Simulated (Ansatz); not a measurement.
# BaTiO3 (P1) in Ansatz: band structure with PBEsol+U

Aim: the band structure of BaTiO3 with PBEsol+U.

All numbers are computed with Ansatz 0.2.0; they aren't measurements. Logs are shortened: lines on timing, memory, paths and dates and some standing lists are left out, and cuts for length are marked.

## (1) The structure

The typed cell holds 10 atoms: a = 3.803 Å, b = 4.131 Å, c = 7.975 Å, α = 89.10°, β = 88.33°, γ = 89.36°.

## (2) Band structure, PBEsol+U

input.yaml reads:

```yaml
crystal:
  lattice:
    - [-3.80268156, -0.05658243, -0.02181512]
    - [-0.02191438, -0.03167986, -4.13033488]
    - [-0.11316485, -7.97351199, -0.06307272]
  atoms:
    - { symbol: Ba, position: [0.04486322, 0.90916552, 0.49511477] }
    - { symbol: Ba, position: [0.00814907, 0.9218096, 0.02441397] }
    - { symbol: Ti, position: [0.45719229, 0.52057169, 0.20538669] }
    - { symbol: Ti, position: [0.50231709, 0.47064326, 0.76225275] }
    - { symbol: O, position: [0.48144089, 0.03993233, 0.24039032] }
    - { symbol: O, position: [0.45628989, 0.07297889, 0.69356516] }
    - { symbol: O, position: [0.5380255, 0.54058565, 0.44980358] }
    - { symbol: O, position: [0.5290554, 0.55799572, 0.03050014] }
    - { symbol: O, position: [0.98202325, 0.45739828, 0.26038045] }
    - { symbol: O, position: [0.00064341, 0.50891906, 0.83819216] }
hamiltonian:
  xc: pbesol
  pseudopotentials: { kind: paw }
  hubbard: { sites: [{ species: Ti, l: d, u_eff: 1.0 }] }
kpoints:
  mp_grid: { grid: [7, 7, 4] }
  band_path:
    path:
      - [[0.0, -0.5, 0.0], [0.0, 0.0, 0.0], [-0.5, 0.0, 0.0]]
      - [[-0.5, -0.5, 0.0], [0.0, 0.0, 0.0], [0.0, 0.0, -0.5]]
      - [[0.0, -0.5, -0.5], [0.0, 0.0, 0.0], [-0.5, 0.0, -0.5]]
      - [[-0.5, -0.5, -0.5], [0.0, 0.0, 0.0]]
    npoints: 10
scf:
  occupations: { method: fermi_dirac, width: 0.05 }
  n_extra_bands: 25
output:
  forces: true
  stress: true
  eigenvalues: true
  fatbands: true
  write_density: true
  write_potential: true
  elf: true
  volumetric_format: npy
```

Potentials or basis: Ansatz PAW.

The run is started by

```bash
$ ansatz run input.yaml --threads 4 --pin off --max-ram 11264MiB --backend cpu --events-out ev --progress --plain --runs-dir out
```

Log:

```text
Warning: RAYON_NUM_THREADS=4 ignored (pool sized by the plan → 4); use --threads N
Ba: projections on atomic orbitals take those of the free atom [Kr 4d10] 5s2 5p6 6s2, of charge +0.00 (hamiltonian.pseudopotentials.projection_atoms); the dataset's partial waves leave at most 9.7e-6 of an orbital's norm unspanned inside its sphere
Ti: projections on atomic orbitals take those of the free atom [Ne] 3s2 3p6 3d2 4s2, of charge +0.00 (hamiltonian.pseudopotentials.projection_atoms); the dataset's partial waves leave at most 4.1e-7 of an orbital's norm unspanned inside its sphere
O: projections on atomic orbitals take those of the free atom [He] 2s2 2p4, of charge +0.00 (hamiltonian.pseudopotentials.projection_atoms); the dataset's partial waves leave at most 1.9e-8 of an orbital's norm unspanned inside its sphere
scf.n_extra_bands = 25 over 40 filled bands (N_el = 80.0): the run solves 65 bands
Engine: ansatz 0.2.0, aarch64-unknown-linux-gnu
Pseudopotentials: kind: paw
Pseudopotential: Ba, paw, valence charge 10, recommended cutoff 420 eV (normal), Ba.paw.azcp
Pseudopotential: Ti, paw, valence charge 12, recommended cutoff 420 eV (normal), Ti.paw.azcp
Pseudopotential: O, paw, valence charge 6, recommended cutoff 420 eV (normal), O.paw.azcp
Functional definition: PBEsol
  exchange = pbesol_x
  correlation = pbesol_c
Crystal: 10 atoms, lattice volume = 125.197 Å³
Basis set: ecut = 420 eV, 2447 PW (Γ), exchange–correlation on 54×60×108 points (8 copies of the dense FFT grid, shifted against one another)
Bands: 65, of which v1, the nominal top of the filled ones, is band 40 counted from 1 (39 counted from 0)
Symmetry: 1 space group operations
Space group: P1 (ITA 1), of the structure as read, at distance tolerance 5.0e-5 Å
k-points: 99 of 196 (time reversal used)
Non-local potential: Ba, projectors of the file, l = 0: 3, l = 1: 2, l = 2: 2, l = 3: 2
Non-local potential: Ti, projectors of the file, l = 0: 3, l = 1: 2, l = 2: 3, l = 3: 1
Non-local potential: O, projectors of the file, l = 0: 2, l = 1: 2, l = 2: 1
PAW form: soft (Blöchl's): semilocal exchange-correlation on the pseudo side does not see the compensation charge
PAW frozen core: Ba, regenerated for the run's functional, and the local potential with it (the file was generated under x = pbe(κ = 0.804, μ = 0.2195149727645171), c = pbe(β = 0.06672455060314922))
PAW frozen core: Ti, regenerated for the run's functional, and the local potential with it (the file was generated under x = pbe(κ = 0.804, μ = 0.2195149727645171), c = pbe(β = 0.06672455060314922))
PAW frozen core: O, regenerated for the run's functional, and the local potential with it (the file was generated under x = pbe(κ = 0.804, μ = 0.2195149727645171), c = pbe(β = 0.06672455060314922))
PAW one-centre angular grid: Ba, 194 points (default); XC on 64 Gauss nodes
PAW one-centre angular grid: Ti, 590 points (default); XC on 64 Gauss nodes
PAW one-centre angular grid: O, 110 points (default); XC on 64 Gauss nodes
Initial density: superposition of atomic densities (chi_scale 0.1, normalization cell, long waves of neutral atoms under a Hubbard term (reshape's long-wave potential 0.18 eV rms, cloud 2.81 Å wide))
Initial wavefunctions: pseudopotential atomic-orbital guess
Functional: x = pbesol(κ = 0.804, μ = 0.12345679012345678), c = pbesol(β = 0.046)
SCF iter   1: F=—  HF=-20045.479016 eV  |F-HF|=—  |Δ(HF+E_count)|=         —  Δρ=7.07e-2  dr2=9.51e0  ethr=3.10e-3  ⟨swp⟩=6.6  Hψ=29773  notcnv=0  defer=1025
preconditioner: auto → Resta (q_TF=auto, 2.532 Å⁻¹)  ε∞=4.5  [insulator: Δε(μ)=1.605 eV  Ē_g=13.770 eV  σ=0.050 eV  W_gap=1.00  n_scr=38 (ndim 8)  ℏωp=25.7 eV  f_vac=0.000  D(μ)=0.00/eV (n_scr^D=0)  ε∞_Penn≈4.5]
SCF iter   2: F=—  HF=-20043.523404 eV  |F-HF|=—  |Δ(HF+E_count)|=    1.96e0  Δρ=3.50e-2  dr2=1.80e0  ethr=3.10e-3  ⟨swp⟩=3.4  Hψ=11774  notcnv=0  defer=1894
SCF iter   3: F=—  HF=-20043.238881 eV  |F-HF|=—  |Δ(HF+E_count)|=   2.85e-1  Δρ=2.63e-2  dr2=1.31e0  ethr=2.24e-3  ⟨swp⟩=3.3  Hψ=10755  notcnv=0  defer=1814
SCF iter   4: F=—  HF=-20043.127856 eV  |F-HF|=—  |Δ(HF+E_count)|=   1.11e-1  Δρ=2.42e-2  dr2=1.18e0  ethr=1.64e-3  ⟨swp⟩=3.3  Hψ=7411  notcnv=0  defer=1814
SCF iter   5: F=—  HF=-20043.067651 eV  |F-HF|=—  |Δ(HF+E_count)|=   6.02e-2  Δρ=8.32e-3  dr2=9.88e-2  ethr=1.47e-3  ⟨swp⟩=2.5  Hψ=8288  notcnv=0  defer=1714
SCF iter   6: F=—  HF=-20043.056142 eV  |F-HF|=—  |Δ(HF+E_count)|=   1.15e-2  Δρ=3.37e-3  dr2=1.94e-2  ethr=1.24e-4  ⟨swp⟩=2.1  Hψ=6847  notcnv=0  defer=1714
SCF iter   7: F=—  HF=-20043.056549 eV  |F-HF|=—  |Δ(HF+E_count)|=   4.07e-4  Δρ=1.70e-3  dr2=3.97e-3  ethr=2.42e-5  ⟨swp⟩=2.0  Hψ=6879  notcnv=0  defer=1714
SCF iter   8: F=—  HF=-20043.056543 eV  |F-HF|=—  |Δ(HF+E_count)|=   5.46e-6  Δρ=4.07e-4  dr2=1.68e-4  ethr=4.96e-6  ⟨swp⟩=2.0  Hψ=7512  notcnv=0  defer=1714
SCF iter   9: F=—  HF=-20043.056639 eV  |F-HF|=—  |Δ(HF+E_count)|=   9.59e-5  Δρ=1.81e-4  dr2=4.62e-5  ethr=2.11e-7  ⟨swp⟩=2.1  Hψ=7644  notcnv=0  defer=1714
SCF iter  10: F=—  HF=-20043.056654 eV  |F-HF|=—  |Δ(HF+E_count)|=   1.44e-5  Δρ=1.20e-4  dr2=2.45e-5  ethr=5.78e-8  ⟨swp⟩=2.5  Hψ=9004  notcnv=0  defer=1714
SCF iter  11: F=—  HF=-20043.056653 eV  |F-HF|=—  |Δ(HF+E_count)|=   3.26e-7  Δρ=2.33e-5  dr2=8.88e-7  ethr=3.07e-8  ⟨swp⟩=2.3  Hψ=6865  notcnv=0  defer=1714
SCF iter  12: F=—  HF=-20043.056654 eV  |F-HF|=—  |Δ(HF+E_count)|=   2.30e-7  Δρ=1.15e-5  dr2=2.09e-7  ethr=1.11e-9  ⟨swp⟩=2.1  Hψ=8058  notcnv=0  defer=1714
SCF iter  13: F=—  HF=-20043.056654 eV  |F-HF|=—  |Δ(HF+E_count)|=   1.90e-8  Δρ=9.27e-6  dr2=1.12e-7  ethr=1.25e-10  ⟨swp⟩=20.6  Hψ=59640  notcnv=0
SCF iter  14: F=-20043.056654 eV  HF=-20043.056654 eV  |F-HF|=4.84e-9  |Δ(HF+E_count)|=   1.34e-8  Δρ=2.15e-6  dr2=7.57e-9  ethr=1.25e-10  ⟨swp⟩=7.9  Hψ=30996  notcnv=0
SCF 1 converged in 14 iterations: F = -20043.056654 eV  dr2 = 7.57e-9
NSCF: frozen V_eff on 74 k-points
SCF converged after 14 iterations
Free energy (F): -20043.056654 eV
Harris-Foulkes:  -20043.056654 eV  (|F-HF|=4.84e-9)
Internal energy: -20043.055626 eV  (E = F + TS)
E sigma→0 (E₀):  -20043.056140 eV
Entropy (-TS):   -0.001028 eV (-0.103 meV/atom)
Fermi energy:    11.933822 eV
--- Per-component energies (eV) ---
  E_band       = -258.485014
  E_kinetic    = 1968.088328
  E_local      = -4601.860562  (includes V_loc(G=0)·N_el)
  E_nonlocal   = 424.280548
  E_hartree    = 1836.429309
  E_xc         = -978.111101
  E_vxc        = -1093.611485  (∫ρ·V_xc dr)
  E_hubbard    = 1.850283  (on-site DFT+U / exact-exchange correction)
  E_vhub       = 1.188070  (the Hubbard potential's part of the band-sum identity)
  E_paw        = -13241.178725  (= ΣΔE_a)
  E_vpaw       = -629.442655  (= ΣTr[D̂ρ^β])
  E_aug_tail   = 0.015023  (compensation charges beyond the density's cutoff)
  E_ewald      = -5453.362090
  E_core_change = 0.793362  (= ΣΔE_core)
  E_smearing   = -0.001028  (= −TS)
  E_closure    = 0.000000  (closes the sum)
  Σ components = -20043.056654   (vs F -20043.056654, Δ=0.00e0)
--- Forces (eV/Å), atoms counted from 1 ---
  atom   1  Ba     1.86673648     2.32176270    -1.79674616
  atom   2  Ba     0.62369451    -0.49804497    -5.62027103
  atom   3  Ti     2.17353158   -25.96355111     4.81563796
  atom   4  Ti    -0.08301374     1.99980822     0.54842462
  atom   5  O     -0.11114832     1.51090144     1.76837229
  atom   6  O     -1.62832347    -3.17548751     0.13232452
  atom   7  O      0.33537442    -5.49890422     0.44661380
  atom   8  O     -2.40573896    23.52368857    -0.80213611
  atom   9  O     -0.33319725     2.21500962    -0.93771139
  atom  10  O     -0.43794724     3.56484275     1.44550584
  max |Σ_I F_I| component: 3.20e-5 eV/Å
--- Stress (GPa, compression-positive) ---
       24.296660      -7.565187      -1.554363
       -7.565188      52.477921      -1.331945
       -1.554363      -1.331945      14.365284
  P = ⅓ Tr σ = 30.3800 GPa (303.800 kbar)
--- Band table (eV; the first three rows and the last of 99) ---
  k-point 0: bands = ["-46.6563", "-44.4252", "-23.1644", "-22.9993", "-22.9577", "-22.6253", "-20.5691", "-20.4971", "-14.3113", "-13.2716", "-7.3491", "-6.7379", "-6.4170", "-5.3924", "-4.5425", "-4.0894", "0.1489", "0.3693", "0.9448", "1.5004", "1.6387", "1.8631", "5.2368", "5.7991", "5.9670", "7.0652", "7.1915", "7.4015", "7.6180", "7.7873", "8.0586", "8.5614", "8.8255", "9.2843", "9.7878", "10.2885", "10.3595", "10.4339", "11.1306", "11.6393", "12.1325", "13.1743", "13.7845", "13.9567", "14.1370", "14.5322", "15.8555", "16.0081", "16.1637", "16.4609", "16.6494", "17.2195", "18.0965", "18.6239", "19.1657", "19.2427", "19.4732", "19.8452", "20.1989", "20.4129", "20.8718", "21.3530", "21.5836", "21.8726", "21.9331"]
  k-point 1: bands = ["-46.6563", "-44.4253", "-23.1644", "-22.9988", "-22.9575", "-22.6261", "-20.5691", "-20.4971", "-14.3088", "-13.2754", "-7.3433", "-6.7047", "-6.4377", "-5.4080", "-4.5451", "-4.0977", "0.1494", "0.3676", "0.9607", "1.4736", "1.6442", "1.8719", "5.2691", "5.7852", "6.0146", "7.0217", "7.1803", "7.3646", "7.6828", "7.7774", "8.0832", "8.6212", "8.8111", "9.2296", "9.8033", "10.2326", "10.3213", "10.4405", "11.1418", "11.6225", "12.1174", "13.1696", "13.7735", "13.9413", "14.1336", "14.5412", "15.8389", "16.2026", "16.2957", "16.5441", "16.6201", "17.2329", "17.8965", "18.4519", "18.6616", "19.4233", "19.5628", "19.8417", "20.2980", "20.4585", "20.8860", "21.4144", "21.7441", "21.9269", "22.0052"]
  k-point 2: bands = ["-46.6563", "-44.4253", "-23.1644", "-22.9984", "-22.9572", "-22.6268", "-20.5691", "-20.4971", "-14.3064", "-13.2793", "-7.3375", "-6.6636", "-6.4661", "-5.4238", "-4.5479", "-4.1060", "0.1498", "0.3659", "0.9780", "1.4473", "1.6482", "1.8804", "5.3016", "5.7750", "6.0590", "6.9948", "7.1780", "7.2992", "7.7601", "7.7819", "8.0770", "8.7223", "8.7681", "9.1804", "9.8177", "10.1283", "10.3240", "10.4438", "11.1524", "11.6050", "12.1019", "13.1729", "13.7665", "13.9261", "14.1218", "14.5613", "15.8639", "16.3061", "16.3811", "16.5562", "16.9263", "17.2409", "17.5092", "18.0964", "18.5846", "19.4060", "19.7268", "19.8423", "20.3338", "20.4969", "20.8846", "21.4170", "21.9288", "21.9569", "22.1542"]
  k-point 98: bands = ["-46.6543", "-44.4228", "-23.1672", "-23.0422", "-22.9735", "-22.6184", "-20.6530", "-20.5086", "-14.0868", "-13.0681", "-7.1675", "-6.8320", "-6.6039", "-5.0114", "-4.7490", "-4.2826", "0.0364", "0.4050", "0.6864", "1.2911", "1.5551", "1.7493", "5.0880", "5.4430", "6.0701", "6.6176", "6.9259", "7.1798", "7.5606", "7.6201", "7.9567", "8.4261", "8.8755", "9.2454", "9.5604", "9.7843", "10.3870", "10.7925", "11.1484", "11.4933", "12.6298", "12.8358", "13.5085", "13.8527", "14.5881", "15.2704", "16.0683", "16.4684", "16.9407", "17.3564", "17.7493", "17.9687", "18.3027", "18.7580", "19.3427", "19.7997", "19.8839", "20.2616", "20.8314", "21.0252", "21.1947", "21.5601", "21.8969", "21.9792", "22.0471"]
Occupation matrices written to <dir>
```

Run time: 76 s. Hardware: 4 threads of Arm Neoverse V1, shared host; peak memory 1.3 GiB.

What came out:

| Item | Value |
| --- | --- |
| Free energy | -20043.0567 eV |
| Pressure | 30.4 GPa |
| Largest force | 26.496 eV/Å |
| Band gap on the k mesh | 0.38 eV, indirect (least direct gap 0.49 eV) |
| Band gap along the path | 0.33 eV, indirect (least direct gap 0.49 eV) |

Forces in eV/Å, atoms in the order of the input:
```
Ba    1.867   2.322  -1.797
Ba    0.624  -0.498  -5.620
Ti    2.174 -25.964   4.816
Ti   -0.083   2.000   0.548
O    -0.111   1.511   1.768
O    -1.628  -3.175   0.132
O     0.335  -5.499   0.447
O    -2.406  23.524  -0.802
O    -0.333   2.215  -0.938
O    -0.438   3.565   1.446
```

Levels at the corners of the path, in eV from the valence-band top:
```tsv
point	band 36	band 37	band 38	band 39	band 40	band 41	band 42	band 43	band 44	band 45
X	-1.77	-1.53	-1.38	-0.49	-0.46	0.79	1.03	1.94	2.15	3.16
Γ	-1.48	-1.41	-1.33	-0.64	-0.13	0.36	1.41	2.02	2.19	2.37
Y	-2.04	-1.27	-0.98	-0.56	-0.34	0.94	1.30	1.81	2.00	2.59
L	-1.99	-1.41	-0.38	-0.25	-0.04	0.94	1.08	1.86	2.07	3.19
Γ	-1.48	-1.41	-1.33	-0.64	-0.13	0.36	1.41	2.02	2.19	2.37
Z	-1.64	-1.44	-1.32	-0.62	-0.16	0.33	1.41	2.00	2.16	2.35
N	-1.93	-1.62	-1.45	-0.50	-0.41	0.78	0.93	1.96	2.21	3.16
Γ	-1.48	-1.41	-1.33	-0.64	-0.13	0.36	1.41	2.02	2.19	2.37
M	-2.16	-1.24	-1.09	-0.63	-0.32	0.84	1.20	1.76	2.06	2.68
R	-1.86	-1.66	-0.37	-0.32	0.00	0.79	0.98	1.92	2.10	3.08
Γ	-1.48	-1.41	-1.33	-0.64	-0.13	0.36	1.41	2.02	2.19	2.37
```

Eigenvalues of the final occupation matrices:
```tsv
site	spin	trace	eigenvalues
site 1	1	1.31	0.18 0.23 0.25 0.28 0.37
site 2	1	1.20	0.18 0.21 0.23 0.26 0.31
```

Caveat: a pressure of tens of GPa on the cell as given is suspect, and the run, the potentials or the cell itself is likely at fault; the pressure holds a Pulay correction of +0.6 GPa for the finite cutoff; spin-orbit coupling is left out, which moves the levels of the heavy elements; the PAW data sets come from PBE, with cores solved anew for the run's functional, which leaves a small shift of forces and pressure; forces of over 1 eV/Å show positions far from the minimum, so gaps and moduli don't describe the material at rest.
